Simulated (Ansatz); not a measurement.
# AlP (F-43m): thermal expansion from first principles

How much does AlP expand with temperature?

Experimental results on record:
- heat capacity C_P per formula unit 42 J/mol/K and bulk modulus 86 GPa near room temperature (given in “High-Throughput Prediction of Finite-Temperature Properties using the Quasi-Harmonic Approximation”, 2016, arXiv:1603.06924)

Main program and level: Ansatz 0.2.0; DFT RPBE, scalar-relativistic, plane waves, PAW.

Report form: the programs' logs are mostly left out.

The database entry behind the starting cell differs from later determinations by our own check (0.1 to 0.3 % short, probably kX units), so it need not match the best structure at ambient conditions.

### Step 1. Starting point

The structure is cubic, space group F-43m (No. 216). Conventional cell: a = 5.451 Å, b = 5.451 Å, c = 5.451 Å, α = 90.00°, β = 90.00°, γ = 90.00°. Al has 4 P at 2.36 Å nearest. Nearest to P lie 4 Al at 2.36 Å. Farther neighbours are not listed.

### Step 2. Probe on a coarse mesh

Before spending time, one coarse run tells the gap and the pressure of the starting cell.

input.yaml reads:

```yaml
crystal:
  lattice:
    - [0.0, 2.7255, 2.7255]
    - [2.7255, 0.0, 2.7255]
    - [2.7255, 2.7255, 0.0]
  atoms:
    - { symbol: Al, position: [0.0, 0.0, 0.0] }
    - { symbol: P, position: [0.25, 0.25, 0.25] }
kpoints:
  mp_grid: { grid: [6, 6, 6] }
hamiltonian:
  xc: rpbe
scf:
  occupations: { method: gaussian, width: 0.1 }
output:
  forces: true
  stress: true
  eigenvalues: true
```

The run is started by

```sh
$ ansatz run input.yaml --threads 4 --pin off --max-ram 8192MiB --backend cpu --events-out ev --progress --plain --runs-dir out
```

The job ended after 0.34 s (4 threads of Arm Neoverse V2, shared host; peak memory 0.26 GiB; 0.88 s of CPU time).

This step gave:

```yaml
pressure: 4.474 GPa
gap_on_the_k_mesh: 1.650 eV
volume_per_atom: 20.25 Å³
```

The start is under 4.5 GPa at this level and looks like an insulator or semiconductor on this mesh.

### Step 3. Relaxation

Phonons are second derivatives about a minimum, so cell and atoms are relaxed first, inside the symmetry of the start.

input.yaml, the sections that differ from step 2:

```yaml
kpoints:
  mp_grid: { grid: [8, 8, 8] }
scf:
  occupations: { method: gaussian, width: 0.02 }
output:
  forces: true
  stress: true
  eigenvalues: true
  write_density: true
  write_potential: true
  elf: true
  volumetric_format: npy
relax:
  adjacent_minimum: "off"
  f_tol: 0.005
  max_steps: 80
  cell: { stress_tol: 0.05 }
# crystal, hamiltonian: as in step 2
```

Wall time 2.2 s (4 threads); peak memory 0.31 GiB.

The steps of the relaxation:

| step | energy less that of the first step (eV) | largest force component (eV/Å) | pressure (GPa) | volume (Å³) |
| --- | --- | --- | --- | --- |
| 1 | 0.0000 | 0.0000 | 4.44 | 40.49 |
| 2 | -0.0255 | 0.0000 | 1.10 | 42.01 |
| 3 | -0.0273 | 0.0000 | 0.08 | 42.54 |
| 4 | -0.0273 | 0.0000 | 0.00 | 42.58 |
| 5* | -0.0278 | 0.0000 | 0.02 | 42.58 |

Relaxation steps marked * repeat the geometry before them on a plane-wave basis chosen anew for their cell, so energy and pressure can jump there.

The run keeps the 24 symmetry operations that it works with, so distortions that break them were not tested.

```
conventional cell, symmetrised  before  after  change
                         a (Å)   5.451  5.543  +1.7 %
                         b (Å)   5.451  5.543  +1.7 %
                         c (Å)   5.451  5.543  +1.7 %
              volume (Å³/atom)   20.25  21.29  +5.2 %
```

Final coordinates:

```
Al P
1.0
     0.00000    2.77155    2.77155
     2.77155    0.00000    2.77155
     2.77155    2.77155    0.00000
Al P
1 1
Direct
  0.00000 0.00000 0.00000
  0.25000 0.25000 0.25000
```

This step gave:

```
pressure          : 0.02319 GPa
gap on the k-mesh : 1.755 eV
volume per atom   : 21.29 Å³
```

Valence density in the ac plane of a cell with a along [110], b along [-110] and c along [001] of the cube at fractional y = 0.500, with atoms of Al and P within 0.2 Å of it. It is the smooth field of the valence electrons, not physical close to the nuclei.

Ten even steps from '0' (0.02 e/Å³) to '9' (0.74 e/Å³), each cell a mean:
```
1000000000010000000000
0000000000000000000000
0000000000000000000000
0000111000000001110000
0001111100000011111000
0001111110000011111100
1111100111111111001111
2332100133223321001332
6654211356666542113566
8985322479989853224799
2895212379428952123794
2673111258326731112583
7752000137877520001378
6521000014665210000146
3210000001232100000012
```
Columns run along a (7.8 Å), rows up along c (5.5 Å), edges of the conventional cell, whose origin can differ from the input's. Atoms in or near the plane, at fractional coordinates: Al at (0.75, 0.50), Al at (0.25, 0.50), P at (0.50, 0.25), P at (0.00, 0.25).

ELF in the ac plane of a cell with a along [110], b along [-110] and c along [001] of the cube at fractional y = 0.500, with atoms of Al and P within 0.2 Å of it. It is the smooth field of the valence electrons, not physical close to the nuclei.

Ten even steps from '_' (0.01) to '@' (0.93), each cell a mean:
```
--::..____________..----::..____________..--
____________________________________________
__________....__________________....________
______..::::::..____________..::::::..______
____..::------::..________..::------::..____
__....::......::::....__....::......::::....
--====::______..--==----====::______..--==--
####%%++....__--##%%######%%++....__--##%%##
%%@@@@@@==__..##@@@@%%%%@@@@@@==__..##@@@@%%
++%%@@@@##--++@@@@@@**++%%@@@@##--++@@@@@@**
__++@@@@##--++%%@@##..__++@@@@##--++%%@@##..
__--####==::--**%%**____--####==::--**%%**__
++**##++::__..==**##++++**##++::__..==**##++
%%##**--..____::++##%%%%##**--..____::++##%%
##**--..________::++**##**--..________::++**
```
Columns run along a (7.8 Å), rows up along c (5.5 Å), edges of the conventional cell, whose origin can differ from the input's. Atoms in or near the plane, at fractional coordinates: Al at (0.75, 0.50), Al at (0.25, 0.50), P at (0.50, 0.25), P at (0.00, 0.25).

Electrostatic potential energy in the ac plane of a cell with a along [110], b along [-110] and c along [001] of the cube at fractional y = 0.500, with atoms of Al and P within 0.2 Å of it. With pseudopotentials it is smooth inside the atoms' cores, unlike the true potential.

Ten even steps from '_' (-55 eV) to '@' (9 eV), each cell a mean:
```
@@@@@@@@@@@@@@@@@@@@@@@@@@@@@@@@@@@@@@@@@@@@
@@@@@@@@@@@@@@@@@@@@@@@@@@@@@@@@@@@@@@@@@@@@
@@@@@@@@@@@@@@@@@@@@@@@@@@@@@@@@@@@@@@@@@@@@
@@@@@@@@@@@@@@@@@@@@@@@@@@@@@@@@@@@@@@@@@@@@
@@@@@@@@%%%%%%%%@@@@@@@@@@@@@@%%%%%%%%@@@@@@
@@@@@@%%##****##%%@@@@@@@@@@%%##****##%%@@@@
@@@@%%####%%##**%%@@@@@@@@%%####%%##**%%@@@@
@@@@%%####%%%%**%%@@@@@@@@%%####%%%%**%%@@@@
##%%%%##**######%%%%%%##%%%%##**######%%%%%%
::++%%%%######%%%%**--::++%%%%######%%%%**--
__..**%%@@%%@@@@%%--____..**%%@@%%@@@@%%--__
__..**@@@@@@@@@@%%--____..**@@@@@@@@@@%%--__
::==%%@@@@@@@@@@%%**--::==%%@@@@@@@@@@%%**--
##%%@@@@@@@@@@@@@@%%####%%@@@@@@@@@@@@@@%%##
@@@@@@@@@@@@@@@@@@@@@@@@@@@@@@@@@@@@@@@@@@@@
```
Columns run along a (7.8 Å; values clipped at the 3rd and 97th percentile), rows up along c (5.5 Å), edges of the conventional cell, whose origin can differ from the input's. Atoms in or near the plane, at fractional coordinates: Al at (0.75, 0.50), Al at (0.25, 0.50), P at (0.50, 0.25), P at (0.00, 0.25).

The relaxation ends with a pressure of 0.02 GPa.

### Step 4. Tight relaxation

The relaxation is repeated with tighter thresholds on force and stress, since phonons are sensitive to what is left; a change of mesh or smearing in the input moves the cell too.

input.yaml, the sections that differ from step 3:

```yaml
crystal:
  lattice:
    - [0.0, 2.7715452854, 2.7715452854]
    - [2.7715452854, 0.0, 2.7715452854]
    - [2.7715452854, 2.7715452854, 0.0]
  atoms:
    - { symbol: Al, position: [0.0, 0.0, 0.0] }
    - { symbol: P, position: [0.25, 0.25, 0.25] }
scf:
  occupations: { method: fixed }
relax:
  adjacent_minimum: "off"
  f_tol: 0.001
  max_steps: 60
  cell: { stress_tol: 0.01 }
# kpoints, hamiltonian, output: as in step 3
```

Wall time 1.3 s (4 threads); peak memory 0.3 GiB.

Little changed from the start: no atom moved by 0.005 Å and no cell edge by 0.1 %.

This step gave:

| Quantity | Value |
| --- | --- |
| pressure | 0.005367 GPa |

Valence density in the ac plane of a cell with a along [110], b along [-110] and c along [001] of the cube at fractional y = 0.000, with atoms of Al and P within 0.2 Å of it. It is the smooth field of the valence electrons, not physical close to the nuclei.

Ten even steps from '0' (0.02 e/Å³) to '9' (0.76 e/Å³), each cell a mean:
```
0134444442001344444420
1257888863212578888632
2359957974223599579742
1248603863112486038631
0136745741001367457410
0014687521000146875210
0001344210000013442100
0000111100000001111000
0000000000000000000000
0000000000000000000000
0000000000000000000000
1100000001111000000011
1110000001111100000011
1111000011111110000111
0012111121000121111210
```
Columns run along a (7.8 Å), rows up along c (5.5 Å), edges of the conventional cell, whose origin can differ from the input's. Atoms in or near the plane, at fractional coordinates: Al at (0.50, 0.00), Al at (0.00, 0.00), P at (0.75, 0.75), P at (0.25, 0.75).

ELF in the ac plane of a cell with a along [110], b along [-110] and c along [001] of the cube at fractional y = 0.000, with atoms of Al and P within 0.2 Å of it. It is the smooth field of the valence electrons, not physical close to the nuclei.

Ten even steps from '_' (0.01) to '@' (0.93), each cell a mean:
```
__::%%@@%%%%%%@@@@++____::%%@@%%%%%%@@@@++__
..**@@@@@@##%%@@@@%%--..**@@@@@@##%%@@@@%%--
==##@@@@##::==@@@@@@++==##@@@@##::==@@@@@@++
--**%%%%--____**%%##==--**%%%%--____**%%##==
..--**##==..::**##++::..--**##==..::**##++::
__..==##########**--____..==##########**--__
____::++##%%##**--..______::++##%%##**--..__
______::==++++--..__________::==++++--..____
________..::..________________..::..________
____________________________________________
....______________........______________....
--::..__________..::----::..__________..::--
::::::..________..::::::::::..________..::::
____::::::..::::::..______::::::..::::::..__
..__--****++++**++..__..__--****++++**++..__
```
Columns run along a (7.8 Å), rows up along c (5.5 Å), edges of the conventional cell, whose origin can differ from the input's. Atoms in or near the plane, at fractional coordinates: Al at (0.50, 0.00), Al at (0.00, 0.00), P at (0.75, 0.75), P at (0.25, 0.75).

Electrostatic potential energy in the ac plane of a cell with a along [110], b along [-110] and c along [001] of the cube at fractional y = 0.000, with atoms of Al and P within 0.2 Å of it. With pseudopotentials it is smooth inside the atoms' cores, unlike the true potential.

Values in eV, 8 rows by 16 columns, each cell a mean:
```
 -7  -8   1  -3  -5   1  -5  -9  -7  -8   1  -3  -5   1  -5  -9
  0   3 -10 -47 -52 -23   2   1   0   3 -10 -47 -52 -23   2   1
  8   7  -6 -39 -44 -17   5   8   8   7  -6 -39 -44 -17   5   8
  9   9   7   3   2   6   8   9   9   9   7   3   2   6   8   9
  9   9   9   8   8   9   9   9   9   9   9   8   8   9   9   9
  8   8   8   9   9   9   8   8   8   8   8   9   9   9   8   8
 -4   1   6   8   8   7   3  -3  -4   1   6   8   8   7   3  -3
 -5 -10   2   7   8   5  -7  -7  -5 -10   2   7   8   5  -7  -7
```
Columns run along a (7.8 Å; values clipped at the 3rd and 97th percentile), rows up along c (5.5 Å), edges of the conventional cell, whose origin can differ from the input's. Atoms in or near the plane, at fractional coordinates: Al at (0.50, 0.00), Al at (0.00, 0.00), P at (0.75, 0.75), P at (0.25, 0.75).

The residual pressure is 0.0054 GPa, small enough for phonons.

### Step 5. Phonons on strained cells

Thermal expansion follows from how the free energy of the vibrations (and of the electrons in a metal) changes with strain, so the program makes strained cells, their phonons and a fit in one run.

input.yaml, the sections that differ from step 4:

```yaml
crystal:
  lattice:
    - [0.0, 2.7717537049, 2.7717537049]
    - [2.7717537049, 0.0, 2.7717537049]
    - [2.7717537049, 2.7717537049, 0.0]
  atoms:
    - { symbol: Al, position: [0.0, 0.0, 0.0] }
    - { symbol: P, position: [0.25, 0.25, 0.25] }
output:
  eigenvalues: true
phonons:
  method: dfpt
  qmesh: [4, 4, 4]
  temperatures: { t_max: 800.0, t_step: 50 }
  thermal_expansion: {}
# kpoints, hamiltonian, scf: as in step 4
# relax: removed
```

Elapsed: 3.7 min, on 4 threads; peak memory 0.83 GiB.

This step gave:

| Quantity | Value |
| --- | --- |
| pressure | 0.004371 GPa |
| volume expansion coefficient at 298 K | 12.46 1e-6/K |
| C_P at 298 K | 20.88 J/mol-atom/K |
| entropy at 298 K | 21.37 J/mol-atom/K |
| isothermal bulk modulus at 298 K | 76.07 GPa |
| Grüneisen parameter at 298 K | 0.5873 |
| volume at 298 K | 21.44 Å³/atom |
| principal linear expansion coefficients at 298 K | 4.153, 4.153, 4.153 1e-6/K |

Strained cells of the study; zero-point energy where phonons were solved; the pressures are stresses at a fixed cutoff and can carry an offset from the finite basis. Expansion cells, by row:

| cell | \|a\| (Å) | \|b\| (Å) | \|c\| (Å) | V (Å³/atom) | E - E_lowest (meV/atom) | pressure, compression positive (GPa) | gap (eV) | zero-point energy (meV/atom) |
| --- | --- | --- | --- | --- | --- | --- | --- | --- |
| 1 | 3.92 | 3.92 | 3.92 | 21.29 | 0 | 0 | 1.755 | - |
| 2 | 3.951 | 3.951 | 3.951 | 21.81 | 2.933 | -1.795 | 1.8 | - |
| 3 | 3.889 | 3.889 | 3.889 | 20.79 | 3.066 | 1.985 | 1.707 | - |
| 4 | 3.92 | 3.92 | 3.92 | 21.3 | 0 | -0.021 | 1.755 | 54.59 |
| 5 | 3.94 | 3.94 | 3.94 | 21.62 | 1.195 | -1.164 | 1.784 | 53.77 |
| 6 | 3.929 | 3.929 | 3.929 | 21.45 | 0.271 | -0.563 | 1.769 | 54.2 |
| 7 | 3.948 | 3.948 | 3.948 | 21.75 | 2.313 | -1.602 | 1.795 | 53.44 |
| 8 | 3.881 | 3.881 | 3.881 | 20.67 | 4.735 | 2.493 | 1.696 | - |
| 9 | 3.901 | 3.901 | 3.901 | 20.98 | 1.154 | 1.197 | 1.726 | - |
| 10 | 3.961 | 3.961 | 3.961 | 21.98 | 5.13 | -2.34 | 1.814 | - |

Quasi-harmonic; a, b, c are the run's own cell vectors. Expansion, by row:

```csv
T (K),a (Å),b (Å),c (Å),alpha (deg),beta (deg),gamma (deg),cell volume (Å³/cell),alpha_a (1e-6/K),alpha_b (1e-6/K),alpha_c (1e-6/K),alpha_V (1e-6/K),C_P (J/mol-atom/K),C_V (J/mol-atom/K),S (J/mol-atom/K),B_T (GPa),B_S (GPa),Grueneisen,extrapolation,fit error (1e-6/K)
0,3.927,3.927,3.927,60,60,60,42.81,0,0,0,0,0,0,0,77.62,77.62,-,0,0
50,3.927,3.927,3.927,60,60,60,42.81,-0.37,-0.37,-0.37,-1.11,2.773,2.773,1.013,77.61,77.61,-0.4,0,0
100,3.927,3.927,3.927,60,60,60,42.81,0.06,0.06,0.06,0.17,8.631,8.631,4.737,77.48,77.48,0.02,0,0
150,3.927,3.927,3.927,60,60,60,42.82,1.5,1.5,1.5,4.51,13.71,13.71,9.247,77.21,77.23,0.327,0,0
200,3.927,3.927,3.927,60,60,60,42.83,2.73,2.73,2.73,8.2,17.21,17.2,13.71,76.86,76.92,0.472,0,0.01
250,3.928,3.928,3.928,60,60,60,42.85,3.59,3.59,3.59,10.76,19.46,19.43,17.81,76.47,76.58,0.546,0,0.01
298.1,3.929,3.929,3.929,60,60,60,42.88,4.15,4.15,4.15,12.46,20.88,20.83,21.37,76.07,76.24,0.587,0,0.01
300,3.929,3.929,3.929,60,60,60,42.88,4.17,4.17,4.17,12.51,20.92,20.88,21.5,76.05,76.22,0.588,0,0.01
350,3.93,3.93,3.93,60,60,60,42.9,4.58,4.58,4.58,13.75,21.91,21.84,24.8,75.63,75.85,0.615,0,0.01
400,3.93,3.93,3.93,60,60,60,42.93,4.89,4.89,4.89,14.66,22.59,22.51,27.77,75.19,75.47,0.633,0,0.01
450,3.931,3.931,3.931,60,60,60,42.97,5.12,5.12,5.12,15.36,23.09,22.99,30.46,74.76,75.09,0.646,0,0.01
500,3.932,3.932,3.932,60,60,60,43,5.31,5.31,5.31,15.92,23.46,23.34,32.92,74.32,74.7,0.656,0,0.01
550,3.934,3.934,3.934,60,60,60,43.04,5.46,5.46,5.46,16.39,23.75,23.61,35.17,73.87,74.32,0.664,0,0.01
600,3.935,3.935,3.935,60,60,60,43.07,5.59,5.59,5.59,16.78,23.98,23.82,37.24,73.43,73.93,0.671,0,0.01
650,3.936,3.936,3.936,60,60,60,43.11,5.71,5.71,5.71,17.13,24.16,23.98,39.17,72.99,73.54,0.677,0,0.01
700,3.937,3.937,3.937,60,60,60,43.14,5.81,5.81,5.81,17.44,24.31,24.11,40.97,72.54,73.14,0.682,0,0.01
750,3.938,3.938,3.938,60,60,60,43.18,5.91,5.91,5.91,17.72,24.44,24.21,42.65,72.1,72.75,0.686,0,0.02
800,3.939,3.939,3.939,60,60,60,43.22,5.99,5.99,5.99,17.98,24.54,24.3,44.23,71.65,72.36,0.69,0,0.03
```

Table of expansion coefficient by temperature; values in 1e-6/K:

```csv
temperature (K),volume,principal 1
0,0,0
50,-1.11,-0.37
100,0.17,0.06
150,4.51,1.5
200,8.2,2.73
250,10.8,3.59
298,12.5,4.15
300,12.5,4.17
350,13.8,4.58
400,14.7,4.89
450,15.4,5.12
500,15.9,5.31
550,16.4,5.46
600,16.8,5.59
650,17.1,5.71
700,17.4,5.81
750,17.7,5.91
800,18.0,5.99
```

At 298 K the volume expansion is 12.5 × 10⁻⁶/K and B_T is 76.1 GPa. The program raised the cutoff to 487.2 eV by itself: with no cutoff typed, the study takes about 1.16 times the default for its relaxations and scales it with the volume for the phonons.

### Step 6. Results

```yaml
settings_of_these_figures: RPBE, 487.2 eV, k 8×8×8, q 4×4×4
volume_expansion_coefficient_at_298_k: 12.46 1e-6/K
c_p_at_298_k: 20.88 J/mol-atom/K
entropy_at_298_k: 21.37 J/mol-atom/K
isothermal_bulk_modulus_at_298_k: 76.07 GPa
grueneisen_parameter_at_298_k: 0.5873
volume_at_298_k: 21.44 Å³/atom
principal_linear_expansion_coefficients_at_298_k: 4.153, 4.153, 4.153 1e-6/K
```

**Reading.** Near room temperature AlP expands by 12.5 × 10⁻⁶/K in volume by RPBE, with C_P = 20.9 J/(mol K) per mole of atoms and B_T = 76.1 GPa. At low temperature the volume shrinks on warming, because modes with negative Grüneisen parameters outweigh the rest; the coefficient turns positive near 90 K. C_P at room temperature is 84 % of the classical 3R an atom, so the stiffest modes are still partly frozen out. A measured bulk modulus near room temperature is 86 GPa (arXiv:1603.06924); the calculated 76.1 GPa differs by -12 %. The table does not say whether its value is isothermal or adiabatic. A measured heat capacity per formula unit near room temperature is 42 J/mol/K (arXiv:1603.06924); the calculated 41.8 J/mol/K differs by -1 %. The interpolation has no quadrupole term, so branches near the zone centre are less sure, since this crystal has sites that are not centres of inversion. The PAW files were made for PBE and are used here under another functional, for which the program regenerates the frozen cores.

[Logs are printed without paths, hosts, clocks, repeated set-up lines and the standing remarks that a program may print on its own settings, such as how far it seeks lower states.]

[Hosts, paths, dates, database ids (printed as entryN), source tags and the programs' standing remarks are cut or masked in the printed files.]

[A step with changed settings may run another functional than the one named; its input shows which.]
